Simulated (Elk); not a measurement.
## RbBr: optical spectrum from first principles

Wanted: where RbBr starts to absorb, how strongly, and its refractive index. The cell comes from an older database entry, whose edges can differ from later determinations, mostly by under a per cent.

Program: Elk 11.2.3 (patched build). Level of theory: DFT, LDA, all-electron APW+lo, Dirac cores, scalar-relativistic bands, independent-particle optical response without local fields. Results are calculated unless marked as measured.

The database entry behind the starting cell differs from later determinations by our own check (about 0.5 % short), so it need not match the best structure at ambient conditions.

## Step 1: Starting point

The structure is cubic, space group Fm-3m (No. 225). Conventional cell: a = 6.854 Å, b = 6.854 Å, c = 6.854 Å, α = 90.00°, β = 90.00°, γ = 90.00°. Rb has 6 Br at 3.43 Å nearest. Nearest to Br lie 6 Rb at 3.43 Å. Farther neighbours and most contacts between anions are not listed.

## Step 2: Ground state

The self-consistent density comes first; it also tells whether there is a gap, which decides the occupations and the need for a Drude term.

This step: DFT, LDA, all-electron APW+lo, Dirac cores, scalar-relativistic bands, ground state (Elk 11.2.3 (patched build)).

The input, elk.in:

```
tasks
  0
  120

xctype
  3

nempty
  12

lorbcnd
  .true.

rgkmax
  7.0

swidth
  0.0018375

maxscl
  100

epsengy
  1e-05

sppath
  './'

avec
  0.000000000000 6.476091429093 6.476091429093
  6.476091429093 0.000000000000 6.476091429093
  6.476091429093 6.476091429093 0.000000000000

atoms
  2
  'Rb.in'
  1
  0.000000000000 0.000000000000 0.000000000000   0.000 0.000 0.000
  'Br.in'
  1
  0.500000000000 0.500000000000 0.500000000000   0.000 0.000 0.000

ngridk
  8 8 8
```

The run is started by

```bash
> OMP_NUM_THREADS=4 elk
```

Numbers of over 12 decimals in the logs are rounded to 6 here.

What it wrote:

```text
┌─────────────────────────┐
│ Elk code version 11.2.3 │
└─────────────────────────┘

All units are atomic (Hartree, Bohr, etc.)

┌─────────────────────────────────────────────────┐
│ Ground-state run starting from atomic densities │
└─────────────────────────────────────────────────┘

Lattice vectors :
   0.000000000       6.476091429       6.476091429
   6.476091429       0.000000000       6.476091429
   6.476091429       6.476091429       0.000000000

Reciprocal lattice vectors :
 -0.4851062849      0.4851062849      0.4851062849
  0.4851062849     -0.4851062849      0.4851062849
  0.4851062849      0.4851062849     -0.4851062849

Unit cell volume      :    543.2114431
Brillouin zone volume :   0.4566365760

Muffin-tin inner radius fraction :   0.1000000000E-01

Nuclei treated as point charges

Species : 1 (Rb)
 parameters loaded from : Rb.in
 name : rubidium
 nuclear charge    :   -37.00000000
 electronic charge :    37.00000000
 atomic mass :    155798.2686
 muffin-tin radius :    2.600000000
 number of radial points in muffin-tin :    597
 inner part over the whole radius :   0.9947532429E-02
 number on inner part of muffin-tin    :    424
 approximate nuclear radius :   0.7999050501E-04
 number of mesh points to nuclear radius :    207
 atomic positions (lattice), magnetic fields (Cartesian) :
  1 :   0.00000000  0.00000000  0.00000000    0.00000000  0.00000000  0.00000000

Species : 2 (Br)
 parameters loaded from : Br.in
 name : bromine
 nuclear charge    :   -35.00000000
 electronic charge :    35.00000000
 atomic mass :    145656.0816
 muffin-tin radius :    2.400000000
 number of radial points in muffin-tin :    497
 inner part over the whole radius :   0.9934012010E-02
 number on inner part of muffin-tin    :    352
 approximate nuclear radius :   0.7858070945E-04
 number of mesh points to nuclear radius :    172
 atomic positions (lattice), magnetic fields (Cartesian) :
  1 :   0.50000000  0.50000000  0.50000000    0.00000000  0.00000000  0.00000000

Total number of atoms per unit cell :    2
Total muffin-tin volume :    131.5280124
 ratio of muffin-tin to unit cell volume :   0.2421304155

Spin treatment :
 spin-unpolarised

Number of Bravais lattice symmetries :   48
Number of crystal symmetries         :   48
Crystal has inversion symmetry
Real symmetric eigensolver will be used

k-point grid :      8     8     8
k-point offset :    0.000000000       0.000000000       0.000000000
k-point set is reduced with full crystal symmetry group
Total number of k-points :       29

Muffin-tin radius times maximum |G+k| :    7.000000000
 using average radius
Maximum |G+k| for APW functions       :    2.800000000
Maximum (1/2)|G+k|²                   :    3.920000000
Maximum |G| for potential and density :    12.00000000
Constant for pseudocharge density :    8
 order of it for each species :   15  15
 order of it for pair densities of each species (exact exchange by exxq0 0: 15) :   11   9
Radial integration step length :    1

G-vector grid sizes :     35    35    35
Number of G-vectors :    15905

Maximum angular momentum used for
 APW functions            :    8
 outer part of muffin-tin :    6
 inner part of muffin-tin :    2

Total nuclear charge    :   -72.00000000
Total core charge       :    46.00000000
Total valence charge    :    26.00000000
Total excess charge     :    0.000000000
Total electronic charge :    72.00000000

Effective Wigner radius, rₛ :    1.216697460

Number of empty states         :     24
Total number of valence states :     38
Total number of core states    :     46

Conduction state local-orbitals added automatically
Third-order local-orbitals added for an l without core states : F
Total number of local-orbitals :    121

Exchange-correlation functional :      3     0     0
 Perdew-Wang/Ceperley-Alder, Phys. Rev. B 45, 13244 (1992)
 gradient requirement :    0
 local density approximation (LDA)

Smearing type :    3
 Fermi-Dirac
Smearing width :   0.1837500000E-02
Effective electronic temperature (K) :    580.2366081

Mixing type :    3
 Broyden mixing, J. Phys. A: Math. Gen. 17, L317 (1984)

Kohn-Sham potential initialised from atomic data

┌──────────────────────────────┐
│ Self-consistent loop started │
└──────────────────────────────┘

┌─────────────────┐
│ Loop number : 1 │
└─────────────────┘

Energies :
 Fermi                       :    -0.93997777399778E-01
 sum of occupied eigenvalues :     -3268.9840656061
 electron kinetic            :      5730.1135823892
 core electron kinetic       :      5453.7823745054
 Coulomb                     :     -11125.501879054
 Coulomb potential           :     -8744.5435040027
 nuclear-nuclear             :     -568.07182829457
 electron-nuclear            :     -12378.297342109
 Hartree                     :      1820.8672913491
 Madelung                    :     -6753.2301270529
 xc potential                :     -254.55414399259
 exchange                    :     -179.78417762598
 correlation                 :     -6.557006
 electron entropic           :    -0.44448067179540E-11
 total energy                :     -5581.7294807620

Density of states at Fermi energy :   0.5442241348E-07
 (states/Hartree/unit cell)

Estimated indirect band gap :   0.1692466460
 from k-point 1 to k-point 1
Estimated direct band gap   :   0.1692466460
 at k-point 1

Charges :
 core                        :    46.00000000
 valence                     :    26.00000000
 interstitial                :    2.973327877
 muffin-tins (core leakage)
  species : 1 (Rb)
   atom 1                    :    35.34811998     (  0.8954812018E-04)
  species : 2 (Br)
   atom 1                    :    33.67855214     (  0.1726029257E-04)
 total in muffin-tins        :    69.02667212
 total calculated charge     :    71.99990445
 total charge                :    72.00000000
 error                       :   0.9554804473E-04

┌─────────────────┐
│ Loop number : 2 │
└─────────────────┘

Energies :
 Fermi                       :    -0.92751938435563E-01
 sum of occupied eigenvalues :     -3268.9139867943
 electron kinetic            :      5729.4831421487
 core electron kinetic       :      5453.4191540343
 Coulomb                     :     -11125.487006852
 Coulomb potential           :     -8744.5646823505
 nuclear-nuclear             :     -568.07182829457
 electron-nuclear            :     -12378.246091843
 Hartree                     :      1820.8309132858
 Madelung                    :     -6753.2046656767
 xc potential                :     -253.83244659246
 exchange                    :     -179.78261006364
 correlation                 :     -6.556934
 electron entropic           :    -0.44432175725036E-11
 total energy                :     -5582.3434085675

Density of states at Fermi energy :   0.5442051616E-07
 (states/Hartree/unit cell)

Estimated indirect band gap :   0.1687702165
 from k-point 1 to k-point 1
Estimated direct band gap   :   0.1687702165
 at k-point 1

Charges :
 core                        :    46.00000000
 valence                     :    26.00000000
 interstitial                :    2.975923496
 muffin-tins (core leakage)
  species : 1 (Rb)
   atom 1                    :    35.34886295     (  0.8950949133E-04)
  species : 2 (Br)
   atom 1                    :    33.67521355     (  0.1726905895E-04)
 total in muffin-tins        :    69.02407650
 total calculated charge     :    71.99990449
 total charge                :    72.00000000
 error                       :   0.9551077106E-04

RMS change in Kohn-Sham potential (target) :   0.1002072795     (  0.1000000000E-05)
Absolute change in total energy (target)   :   0.6139278054     (  0.1000000000E-04)

[... 12 loops left out ...]

┌──────────────────┐
│ Loop number : 15 │
└──────────────────┘

Energies :
 Fermi                       :     0.15676309349383E-01
 sum of occupied eigenvalues :     -3262.5767951178
 electron kinetic            :      5729.9402475182
 core electron kinetic       :      5454.0042636557
 Coulomb                     :     -11125.096955502
 Coulomb potential           :     -8745.7062204801
 nuclear-nuclear             :     -568.07182829457
 electron-nuclear            :     -12376.307564035
 Hartree                     :      1819.2824368280
 Madelung                    :     -6752.2438452615
 xc potential                :     -246.81082215588
 exchange                    :     -179.71971375842
 correlation                 :     -6.553455
 electron entropic           :    -0.43627703140073E-11
 total energy                :     -5581.4298769625

Density of states at Fermi energy :   0.5442327379E-07
 (states/Hartree/unit cell)

Estimated indirect band gap :   0.1451796466
 from k-point 1 to k-point 1
Estimated direct band gap   :   0.1451796466
 at k-point 1

Charges :
 core                        :    46.00000000
 valence                     :    26.00000000
 interstitial                :    3.114519485
 muffin-tins (core leakage)
  species : 1 (Rb)
   atom 1                    :    35.38837165     (  0.8755278040E-04)
  species : 2 (Br)
   atom 1                    :    33.49710887     (  0.1717754476E-04)
 total in muffin-tins        :    68.88548052
 total calculated charge     :    71.99990673
 total charge                :    72.00000000
 error                       :   0.9327211372E-04

RMS change in Kohn-Sham potential (target) :   0.1647441650E-07 (  0.1000000000E-05)
Absolute change in total energy (target)   :   0.7396140063E-05 (  0.1000000000E-04)

Convergence targets achieved

┌──────────────────┐
│ Loop number : 16 │
└──────────────────┘

Energies :
 Fermi                       :     0.15676321347973E-01
 sum of occupied eigenvalues :     -3262.5767950043
 electron kinetic            :      5729.9402475985
 core electron kinetic       :      5454.0042637320
 Coulomb                     :     -11125.096955344
 Coulomb potential           :     -8745.7062202975
 nuclear-nuclear             :     -568.07182829457
 electron-nuclear            :     -12376.307563913
 Hartree                     :      1819.2824368637
 Madelung                    :     -6752.2438451951
 xc potential                :     -246.81082230536
 exchange                    :     -179.71971375664
 correlation                 :     -6.553455
 electron entropic           :    -0.43627708520947E-11
 total energy                :     -5581.4298767228

Density of states at Fermi energy :   0.5442327482E-07
 (states/Hartree/unit cell)

Estimated indirect band gap :   0.1451796438
 from k-point 1 to k-point 1
Estimated direct band gap   :   0.1451796438
 at k-point 1

Charges :
 core                        :    46.00000000
 valence                     :    26.00000000
 interstitial                :    3.114519484
 muffin-tins (core leakage)
  species : 1 (Rb)
   atom 1                    :    35.38837165     (  0.8755278563E-04)
  species : 2 (Br)
   atom 1                    :    33.49710886     (  0.1717754388E-04)
 total in muffin-tins        :    68.88548052
 total calculated charge     :    71.99990673
 total charge                :    72.00000000
 error                       :   0.9327211833E-04

┌──────────────────────────────┐
│ Self-consistent loop stopped │
└──────────────────────────────┘

Wrote STATE.OUT
```

It took 6.9 s on 4 threads of Arm Neoverse V1, shared host; peak memory 0.08 GiB; 21 s of CPU time.

Numbers from this step:

| Property | Result |
| --- | --- |
| total energy | -5581 Ha |
| Fermi energy | 0.4266 eV |
| DOS at the Fermi level | 2.00e-9 states/eV/cell |
| gap on the k-mesh | 3.951 eV |
| direct gap on the mesh | 3.951 eV |

There is a gap, 3.95 eV on this mesh (points off the mesh can give less), so no carriers' term is needed.

## Step 3: Independent particles

The spectrum is a sum over vertical transitions between filled and empty bands at the fixed density, so many empty bands are needed.

This step: DFT, LDA, all-electron APW+lo, Dirac cores, scalar-relativistic bands, independent-particle optical response without local fields (Elk 11.2.3 (patched build)).

elk.in, as its differences from that of step 2:

```diff
@@ -1,4 +1,6 @@
 tasks
-  0
-  120
+  121
+
+optcomp
+  1 1
 
@@ -17,9 +19,7 @@
 swidth
-  0.0018375
+  0.0055124
 
-maxscl
-  100
-
-epsengy
-  1e-05
+wplot
+  400 100 0
+  0.0 0.58799
```

The run is started by

```bash
> OMP_NUM_THREADS=4 elk
```

What it wrote:

```text
┌─────────────────────────────────┐
│ Elk code version 11.2.3 started │
└─────────────────────────────────┘

┌────────────────────┐
│ Current task : 121 │
└────────────────────┘

Info(dielectric):
 dielectric tensor written to EPSILON_ij.OUT
 optical conductivity written to SIGMA_ij.OUT
 for components
  i = 1, j = 1

┌──────────────────┐
│ Elk code stopped │
└──────────────────┘
```

Wall time 0.81 s (4 threads); peak memory 0.04 GiB.

Read-outs, printed or worked out from the files:

| Property | Result |
| --- | --- |
| electronic dielectric constant ε∞, mean over x, y and z (by symmetry where fewer were run) | 2.900 |
| main peak of Im epsilon, first axis | 9.084 eV |

Values under the direct gap are tails of Lorentzian lines. Table of Im ε, E ∥ x by photon energy; read off at these points:

photon energy (eV), Im ε, E ∥ x and a bar:
```
     0.00       0.00 
     0.50       0.00 
     1.00       0.01 
     1.50       0.02 
     2.00       0.02 
     2.50       0.03 
     3.00       0.05 
     3.50       0.08 #
     4.00       0.25 ##
     4.50       0.83 ######
     5.00       0.94 ######
     5.50       1.32 #########
     6.00       2.86 ###################
     6.50       3.20 ######################
     6.88       3.93 ##########################
     7.00       3.78 #########################
     7.50       2.44 ################
     8.00       1.76 ############
     8.50       2.94 ####################
     9.00       4.28 #############################
     9.08       4.46 ##############################
     9.50       3.07 #####################
    10.00       2.03 ##############
    10.50       1.31 #########
    11.00       0.80 #####
    11.50       1.03 #######
    12.00       0.87 ######
    12.50       0.82 ######
    13.00       0.58 ####
    13.50       0.70 #####
    14.00       1.49 ##########
    14.50       2.29 ###############
    15.00       1.87 #############
    15.50       1.49 ##########
```

Re ε, E ∥ x against photon energy:

| photon energy (eV) | Re ε, E ∥ x |
| --- | --- |
| 0.0 | 2.90 |
| 0.5 | 2.91 |
| 1.0 | 2.93 |
| 1.5 | 2.97 |
| 2.0 | 3.04 |
| 2.5 | 3.13 |
| 3.0 | 3.26 |
| 3.5 | 3.47 |
| 4.0 | 3.76 |
| 4.5 | 3.75 |
| 5.0 | 4.28 |
| 5.5 | 4.17 |
| 6.0 | 4.31 |
| 6.5 | 3.75 |
| 7.0 | 1.85 |
| 7.5 | 1.64 |
| 8.0 | 2.58 |
| 8.5 | 2.46 |
| 9.0 | 1.86 |
| 9.5 | 0.172 |
| 10.0 | -0.355 |
| 10.5 | -0.150 |
| 11.0 | 0.390 |
| 11.5 | 0.772 |
| 12.0 | 0.931 |
| 12.5 | 0.901 |
| 13.0 | 1.22 |
| 13.5 | 1.58 |
| 14.0 | 2.21 |
| 14.5 | 1.45 |
| 15.0 | 0.744 |
| 15.5 | 0.552 |

The reflectivity at normal incidence, E ∥ x by photon energy; read off at these points:

photon energy (eV), reflectivity at normal incidence, E ∥ x (%) and a bar:
```
     0.00        6.8 ######
     0.50        6.8 ######
     1.00        6.9 ######
     1.50        7.1 #######
     2.00        7.3 #######
     2.50        7.7 #######
     3.00        8.2 ########
     3.50        9.1 #########
     4.00       10.3 ###########
     4.50       10.8 ###########
     5.00       12.8 ##############
     5.50       13.0 ##############
     6.00       17.3 ###################
     6.50       17.5 ####################
     7.00       19.9 #######################
     7.50       13.1 ##############
     8.00        9.9 ##########
     8.50       15.3 #################
     9.00       22.1 #########################
     9.16       25.9 ##############################
     9.50       23.1 ###########################
     9.92       25.6 ##############################
    10.00       24.7 #############################
    10.44       21.5 #########################
    10.50       20.5 #######################
    11.00        8.3 ########
    11.50        6.0 #####
    12.00        4.0 ###
    12.50        3.7 ##
    13.00        1.8 
    13.50        2.9 #
    14.00        8.0 ########
    14.50       12.5 #############
    15.00       12.4 #############
    15.20       13.8 ###############
    15.50       11.2 ############
```

Refractive index n and extinction k against photon energy:

| photon energy (eV) | n | k |
| --- | --- | --- |
| 0.0 | 1.70 | 0 |
| 0.5 | 1.71 | 0.00135 |
| 1.0 | 1.71 | 0.00280 |
| 1.5 | 1.72 | 0.00445 |
| 2.0 | 1.74 | 0.00649 |
| 2.5 | 1.77 | 0.00925 |
| 3.0 | 1.81 | 0.0135 |
| 3.5 | 1.86 | 0.0227 |
| 4.0 | 1.94 | 0.0648 |
| 4.5 | 1.95 | 0.214 |
| 5.0 | 2.08 | 0.226 |
| 5.5 | 2.07 | 0.319 |
| 6.0 | 2.18 | 0.657 |
| 6.5 | 2.08 | 0.767 |
| 7.0 | 1.74 | 1.09 |
| 7.5 | 1.51 | 0.807 |
| 8.0 | 1.69 | 0.521 |
| 8.5 | 1.77 | 0.829 |
| 9.0 | 1.81 | 1.18 |
| 9.5 | 1.27 | 1.20 |
| 10.0 | 0.923 | 1.10 |
| 10.5 | 0.763 | 0.856 |
| 11.0 | 0.800 | 0.500 |
| 11.5 | 1.01 | 0.507 |
| 12.0 | 1.05 | 0.415 |
| 12.5 | 1.03 | 0.399 |
| 13.0 | 1.13 | 0.256 |
| 13.5 | 1.29 | 0.271 |
| 14.0 | 1.56 | 0.476 |
| 14.5 | 1.44 | 0.794 |
| 15.0 | 1.17 | 0.796 |
| 15.5 | 1.04 | 0.722 |

Values under the direct gap are tails of Lorentzian lines. Loss function −Im 1/ε at q → 0, E ∥ x against energy loss; read off at these points:

| energy loss (eV) | loss function −Im 1/ε at q → 0, E ∥ x |
| --- | --- |
| 0.00 | 0 |
| 0.50 | 5.5e-4 |
| 1.00 | 0.00112 |
| 1.50 | 0.00174 |
| 2.00 | 0.00246 |
| 2.50 | 0.00335 |
| 3.00 | 0.00461 |
| 3.50 | 0.00702 |
| 4.00 | 0.0177 |
| 4.50 | 0.0563 |
| 5.00 | 0.0490 |
| 5.50 | 0.0689 |
| 6.00 | 0.107 |
| 6.50 | 0.131 |
| 7.00 | 0.213 |
| 7.50 | 0.282 |
| 7.68 | 0.327 |
| 8.00 | 0.181 |
| 8.50 | 0.200 |
| 9.00 | 0.197 |
| 9.50 | 0.325 |
| 10.00 | 0.479 |
| 10.50 | 0.757 |
| 11.00 | 1.01 |
| 11.50 | 0.622 |
| 12.00 | 0.536 |
| 12.50 | 0.552 |
| 13.00 | 0.317 |
| 13.50 | 0.233 |
| 14.00 | 0.209 |
| 14.50 | 0.311 |
| 15.00 | 0.462 |
| 15.50 | 0.589 |

From ε follow the optical constants at some laser and lamp lines:

| wavelength (nm) | n | k | R (%) | 1/α |
| --- | --- | --- | --- | --- |
| 1550 | 1.71 | 0.002 | 6.8 | 56 µm |
| 633 | 1.74 | 0.006 | 7.3 | 8.0 µm |
| 532 | 1.76 | 0.008 | 7.6 | 5.2 µm |
| 450 | 1.79 | 0.011 | 8.0 | 3.2 µm |
| 365 | 1.85 | 0.020 | 8.9 | 1.5 µm |
| 248 | 2.08 | 0.226 | 12.8 | 87 nm |
| 193 | 2.07 | 0.723 | 16.8 | 21 nm |

Below the direct gap, k and the depth come from the tails of the Lorentzian lines, not from transitions.

Rows near the edge hang on the gap, which this functional as a rule makes too small, and phonon-assisted absorption is left out.

## Step 4: Summary of results

| Quantity | Value |
| --- | --- |
| electronic dielectric constant ε∞, mean over x, y and z (by symmetry where fewer were run) (independent particles) | 2.90 |
| main peak of Im epsilon, first axis | 9.08 eV |

In words: At this level (LDA, independent particles) RbBr has ε∞ = 2.90 and n = 1.71 at 1550 nm, and Im ε peaks at 9.1 eV. On the mesh the gap is 3.95 eV and the least direct gap 3.95 eV. Distinct maxima of Im ε, read by a parabola through the highest points, lie at 6.89 eV (3.9), 9.08 eV (4.5), 11.52 eV (1.0) and 14.51 eV (2.3). Excitons and phonon-assisted transitions are missing, and so are local fields; LDA gaps are as a rule too small, which pulls the onset down and ε∞ up. The sum runs over mesh points, so small or evenly spaced maxima can still be ripples of the mesh.

[Machine, clock and banner lines and Python warnings are left out of the logs.]

[Logs are printed without paths, hosts, clocks, repeated set-up lines and the standing remarks that a program may print on its own settings, such as how far it seeks lower states.]

[Hosts, paths, dates, database ids (printed as entryN), source tags and the programs' standing remarks are cut or masked in the printed files.]
